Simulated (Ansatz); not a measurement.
BaSnO3 (cubic perovskite)

```cif
data_BaO3Sn
_chemical_formula_sum 'Ba1 Sn1 O3'
_space_group_name_H-M_alt 'P 1'
_space_group_IT_number 1
_cell_length_a 4.17608
_cell_length_b 4.17608
_cell_length_c 4.17608
_cell_angle_alpha 90.000
_cell_angle_beta 90.000
_cell_angle_gamma 90.000
loop_
_space_group_symop_operation_xyz
  'x, y, z'
loop_
_atom_site_label
_atom_site_type_symbol
_atom_site_fract_x
_atom_site_fract_y
_atom_site_fract_z
_atom_site_occupancy
Ba1 Ba 0.00000 0.00000 0.00000 1
Sn1 Sn 0.50000 0.50000 0.50000 1
O1 O 0.00000 0.50000 0.50000 1
O2 O 0.50000 0.50000 0.00000 1
O3 O 0.50000 0.00000 0.50000 1
```

E(V) scan at fixed shape, V₀ the volume above. Symmetry pins the atoms to their sites.

All values below come from PBE (plane waves to 420 eV, PAW, scalar-relativistic; Ansatz, a first-principles code). k mesh 8×8×8 (Γ-centred), Fermi-Dirac smearing 0.05 eV. E stands for the smeared free energy. BaSnO3 was relaxed with its symmetry unable to fall. ΔE is measured from the relaxed starting cell.

| V (Å³/atom) | ΔE (meV/atom) |
|---|---|
| 13.109 | 75.1 |
| 13.352 | 50.3 |
| 13.595 | 31.0 |
| 13.838 | 16.8 |
| 14.080 | 7.2 |
| 14.323 | 1.8 |
| 14.566 | 0.0 |
| 14.809 | 1.6 |
| 15.051 | 6.3 |
| 15.294 | 13.6 |
| 15.537 | 23.4 |
| 15.780 | 35.5 |
| 16.022 | 49.6 |

Problem. What is the fitted pressure derivative B₀′?

Solution. 5.1.

Problem. What bulk modulus B₀ follows from a third-order Birch-Murnaghan fit?

Solution. 133 GPa. Check by three points about V = 14.566 Å³/atom, step 0.243: d²E/dV² ≈ (1.8 − 2·0.0 + 1.6) meV / 0.243² = 0.0577 eV/Å⁶, and V·d²E/dV² × 160.2 = 135 GPa.

(Under strain, the slope of the energy per volume gives the stress and its curvature an elastic modulus.)
